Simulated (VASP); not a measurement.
# Tl (Fm-3m) in VASP: notebook, part 2 of 2

VASP 6.6.1.

## Step 3: Band structure, PBE+dDsC, non-collinear spin, ferromagnetic start, spin-orbit coupling (volume scaled by 1.04)

POSCAR

```
Tl
1.0
    0.0000000000      2.4987968132      2.4987968132
    2.4987968132      0.0000000000      2.4987968132
    2.4987968132      2.4987968132      0.0000000000
Tl
1
Direct
    0.0000000000      0.0000000000      0.0000000000
```

INCAR.step1

```
  ALGO = Normal
  EDIFF = 1E-6
  ENCUT = 550
  GGA = PE
  GGA_COMPAT = False
  ISIF = 2
  ISMEAR = 0
  IVDW = 4
  LASPH = True
  LCHARG = True
  LORBIT = 11
  LORBMOM = True
  LREAL = False
  LSORBIT = True
  LWAVE = False
  MAGMOM = 0.354 0.354 0
  NBANDS = 26
  NELM = 60
  PREC = Accurate
  SIGMA = 0.3
```

KPOINTS.step1

```
k-points
0
Gamma
  7 7 7
```

INCAR.step2

```
  ALGO = Normal
  EDIFF = 1E-6
  ENCUT = 550
  GGA = PE
  GGA_COMPAT = False
  ICHARG = 11
  ISIF = 2
  ISMEAR = 0
  IVDW = 4
  LASPH = True
  LCHARG = False
  LORBIT = 11
  LORBMOM = True
  LREAL = False
  LSORBIT = True
  LWAVE = False
  MAGMOM = 0.354 0.354 0
  NBANDS = 26
  NELM = 60
  PREC = Accurate
  SIGMA = 0.05
```

KPOINTS.step2

```
path GXWKGLUWLK,UX
10
line-mode
reciprocal
 0.0000000000  0.0000000000  0.0000000000  G
 0.5000000000  0.0000000000  0.5000000000  X

 0.5000000000  0.0000000000  0.5000000000  X
 0.5000000000  0.2500000000  0.7500000000  W

 0.5000000000  0.2500000000  0.7500000000  W
 0.3750000000  0.3750000000  0.7500000000  K

 0.3750000000  0.3750000000  0.7500000000  K
 0.0000000000  0.0000000000  0.0000000000  G

 0.0000000000  0.0000000000  0.0000000000  G
 0.5000000000  0.5000000000  0.5000000000  L

 0.5000000000  0.5000000000  0.5000000000  L
 0.6250000000  0.2500000000  0.6250000000  U

 0.6250000000  0.2500000000  0.6250000000  U
 0.5000000000  0.2500000000  0.7500000000  W

 0.5000000000  0.2500000000  0.7500000000  W
 0.5000000000  0.5000000000  0.5000000000  L

 0.5000000000  0.5000000000  0.5000000000  L
 0.3750000000  0.3750000000  0.7500000000  K

 0.6250000000  0.2500000000  0.6250000000  U
 0.5000000000  0.0000000000  0.5000000000  X
```

Potentials or basis: VASP PAW PBE potentials, release 64 (Tl_d_GW).

Command:

```
$ cat potpaw_PBE.64/Tl_d_GW/POTCAR > POTCAR
$ cp INCAR.step1 INCAR
$ cp KPOINTS.step1 KPOINTS
$ mpirun -np 1 vasp_ncl > vasp.out
$ cp INCAR.step2 INCAR
$ cp KPOINTS.step2 KPOINTS
$ mpirun -np 1 vasp_ncl > vasp.out
```

Run time: 4 min. Hardware: 1 thread of Intel Xeon 6975P-C (Granite Rapids), shared host; peak memory 0.33 GiB.

These settings aren't checked as converged: the numbers below hold their error.

What came out:

| Item | Value |
| --- | --- |
| Net moment | 0.00 μB per cell |
| Dispersion energy per atom | -0.325 eV |

Caveat: the log is that of the step along the path at fixed density, whose energy, stress, charges and moments have no meaning.

## Step 4: Elastic constants, PW91

POSCAR

```
Tl
3.4879
    0.000000000000      0.707113516156      0.707113516156
    0.707113516156      0.000000000000      0.707113516156
    0.707113516156      0.707113516156      0.000000000000
Tl
1
Direct
    0.0000000000      0.0000000000      0.0000000000
```

INCAR.step1

```
SYSTEM = Tl
PREC     = Accurate       ! precision mode
ENCUT    = 600            ! plane-wave cutoff, eV
EDIFF    = 1E-8           ! SCF threshold, eV
ISMEAR   = 0              ! smearing method
SIGMA    = 0.05           ! smearing width, eV
LREAL    = .FALSE.        ! projectors in reciprocal space
LASPH    = .TRUE.         ! aspherical terms in the spheres
NELM     = 80             ! most SCF steps
ALGO     = Normal         ! electronic algorithm
ISIF     = 3              ! what is computed and relaxed
LWAVE    = .FALSE.        ! write WAVECAR
LCHARG   = .FALSE.        ! write CHGCAR
GGA      = 91             ! functional
IBRION   = 2              ! ionic algorithm
NSW      = 40             ! ionic steps
EDIFFG   = -0.002         ! ionic threshold
```

INCAR.step2

```
SYSTEM = Tl
PREC     = Accurate       ! precision mode
ENCUT    = 600            ! plane-wave cutoff, eV
EDIFF    = 1E-8           ! SCF threshold, eV
ISMEAR   = 0              ! smearing method
SIGMA    = 0.05           ! smearing width, eV
LREAL    = .FALSE.        ! projectors in reciprocal space
LASPH    = .TRUE.         ! aspherical terms in the spheres
NELM     = 80             ! most SCF steps
ALGO     = Normal         ! electronic algorithm
ISIF     = 3              ! what is computed and relaxed
LWAVE    = .FALSE.        ! write WAVECAR
LCHARG   = .FALSE.        ! write CHGCAR
GGA      = 91             ! functional
IBRION   = 6              ! ionic algorithm
NFREE    = 2            
POTIM    = 0.015          ! step
NSW      = 1              ! ionic steps
```

KPOINTS

```
regular mesh
0
G
  7 7 7
  0 0 0
```

Potentials or basis: VASP PAW PBE potentials, release 64 (Tl_d).

Command:

```
$ cat potpaw_PBE.64/Tl_d/POTCAR > POTCAR
$ cp INCAR.step1 INCAR
$ mpirun -np 1 vasp_std > vasp.out
$ cp CONTCAR POSCAR
$ cp INCAR.step2 INCAR
$ mpirun -np 1 vasp_std > vasp.out
```

It took 2.6 min on 1 thread of Intel Xeon 6975P-C (Granite Rapids), shared host; peak memory 0.21 GiB.

The run converged. Its results:

```yaml
Relaxed_volume: 31.57 Å³/atom
Relaxed_cell: a = 3.547 Å, b = 3.547 Å, c = 3.547 Å, α = 60.00°, β = 60.00°, γ = 60.00°
Space_group_after_relaxing_to_0.05_Å: Fm-3m (No. 225)
Elastic_constants_C11_C12_C44: 38, 24, 25 GPa
Voigt_bulk_modulus: 28 GPa
```

The path:
| step | energy change (eV) | largest force (eV/Å) | pressure (GPa) | volume (Å³) |
| --- | --- | --- | --- | --- |
| 1 | 0.0000 | 0.0000 | 1.64 | 30.00 |
| 2 | -0.0074 | 0.0000 | 0.19 | 31.36 |
| 3 | -0.0076 | 0.0000 | 0.00 | 31.57 |

Final structure:
```
Tl
1.0
     0.00000    2.50845    2.50845
     2.50845    0.00000    2.50845
     2.50845    2.50845    0.00000
Tl
1
Direct
  0.00000 0.00000 0.00000
```

Elastic tensor in Voigt notation (GPa, in the Cartesian axes of the cell as first typed):
```
38 24 24  0  0  0
24 38 24  0  0  0
24 24 38  0  0  0
 0  0  0 25  0  0
 0  0  0  0 25  0
 0  0  0  0  0 25
```

Clamped-ion elastic tensor (GPa):
```
38 24 24  0  0  0
24 38 24  0  0  0
24 24 38  0  0  0
 0  0  0 25  0  0
 0  0  0  0 25  0
 0  0  0  0  0 25
```

Caveat: the PAW data sets were made with another functional, which shifts forces and pressure a little. Spin-orbit coupling is left out, which matters for the levels of Tl.

## Step 5: Band structure, LDA

run.py

```python
from ase.calculators.vasp import Vasp
from ase.dft.bandgap import bandgap
from ase.io import read

atoms = read('Tl.cif')
calc = Vasp(
    directory='calc',
    xc='lda',
    pp='LDA',
    setups='recommended',
    prec='Accurate',
    encut=520,
    ediff=1e-06,
    ismear=1,
    sigma=0.2,
    lreal=False,
    lasph=True,
    nelm=60,
    algo='Normal',
    isif=2,
    lwave=False,
    lcharg=True,
    kpts=[9, 9, 9],
    gamma=True,
)
atoms.calc = calc

print('energy (eV):', atoms.get_potential_energy())
print('free energy (eV):', atoms.get_potential_energy(force_consistent=True))
efermi = calc.get_fermi_level()
print('Fermi level (eV):', efermi)
path = atoms.cell.bandpath(npoints=40, eps=1e-4)
print('path:', path.path)
calc.set(kpts=path.kpts, reciprocal=True, icharg=11, isym=0, lcharg=False)
calc.calculate(atoms)
print('gap on the path (eV):', bandgap(calc, efermi=efermi)[0])
print('direct gap on the path (eV):', bandgap(calc, efermi=efermi, direct=True)[0])
```

Tl.cif

```cif
data_Tl
_cell_length_a 3.48793322
_cell_length_b 3.48793322
_cell_length_c 3.48793322
_cell_angle_alpha 60.00000000
_cell_angle_beta 60.00000000
_cell_angle_gamma 60.00000000
_space_group_name_H-M_alt 'P1'
_space_group_name_Hall 'P 1'
_space_group_IT_number 1
loop_
_space_group_symop_operation_xyz
'x,y,z'
loop_
_atom_site_label
_atom_site_type_symbol
_atom_site_symmetry_multiplicity
_atom_site_Wyckoff_symbol
_atom_site_fract_x
_atom_site_fract_y
_atom_site_fract_z
_atom_site_occupancy
Tl1 Tl 1 a 0.0000000000 0.0000000000 0.0000000000 1
```

Potentials or basis: VASP PAW LDA potentials, release 64 (Tl_d).

Command:

```
$ python run.py
```

It took 7.5 s on 1 thread of Intel Xeon 6975P-C (Granite Rapids), shared host; peak memory 0.13 GiB.

The run converged. Its results:

* Band gap along the path: none (metal or under the smearing width)

Levels at the corners of the path, in eV from the Fermi level:
| point | band 4 | band 5 | band 6 | band 7 | band 8 | band 9 | band 10 |
| --- | --- | --- | --- | --- | --- | --- | --- |
| Γ | -11.18 | -11.18 | -9.68 | 9.87 | 9.87 | 9.87 | 10.97 |
| X | -10.90 | -10.90 | -3.68 | -1.64 | 3.97 | 3.97 | 7.39 |
| W | -11.12 | -10.90 | -3.60 | 0.47 | 0.47 | 2.15 | 13.02 |
| K | -11.09 | -10.97 | -3.83 | -0.52 | 0.63 | 5.02 | 8.44 |
| Γ | -11.18 | -11.18 | -9.68 | 9.87 | 9.87 | 9.87 | 10.97 |
| L | -10.96 | -10.96 | -5.29 | -2.67 | 7.89 | 7.89 | 10.40 |
| U | -11.09 | -10.97 | -3.83 | -0.52 | 0.63 | 5.02 | 8.44 |
| W | -11.12 | -10.90 | -3.60 | 0.47 | 0.47 | 2.15 | 13.02 |
| L | -10.96 | -10.96 | -5.29 | -2.67 | 7.89 | 7.89 | 10.40 |
| K | -11.09 | -10.97 | -3.83 | -0.52 | 0.63 | 5.02 | 8.44 |
| U | -11.09 | -10.97 | -3.83 | -0.52 | 0.63 | 5.02 | 8.44 |
| X | -10.90 | -10.90 | -3.68 | -1.64 | 3.97 | 3.97 | 7.39 |

Caveat: the log is that of the step along the path at fixed density, whose energy, stress, charges and moments have no meaning; spin-orbit coupling is left out, which moves the levels of the heavy elements.

## Step 6: The reference run

An earlier run on the cell as given: functional PBE; potentials or basis VASP PAW PBE potentials, release 64 (Tl_d); cutoff 520 eV; k mesh 9 × 9 × 9; occupations fermi-dirac, width 0.05 eV; no spin polarisation.

* Pressure: 1.1 GPa
* Band gap on the k mesh: none (metal or under the smearing width)

## Step 7: Summary

```csv
task,level,potentials or basis,spin,cell,k mesh,cutoff (eV),smearing,ions in elastic constants,pressure (GPa)
density of states,r2SCAN+rVV10,"VASP PAW PBE potentials, release 64 (Tl_d)","SOC, no magnetisation",cell strained at random at fixed volume,7 × 7 × 7,520,tetrahedron,-,-1.5
elastic constants,PW91,"VASP PAW PBE potentials, release 64 (Tl_d)",off,relaxed,7 × 7 × 7,600,gaussian 0.05 eV,relaxed,-
band structure,LDA,"VASP PAW LDA potentials, release 64 (Tl_d)",off,as given,9 × 9 × 9,520,methfessel-paxton 0.2 eV,-,-
single point,PBE,"VASP PAW PBE potentials, release 64 (Tl_d)",off,as given,9 × 9 × 9,520,fermi-dirac 0.05 eV,-,1.1
```

Caveats: the PAW data sets were made with another functional, which shifts forces and pressure a little (some runs); spin-orbit coupling is left out, which moves the levels of the heavy elements (some runs).

Absolute energies hang on the potentials; compare differences alone.
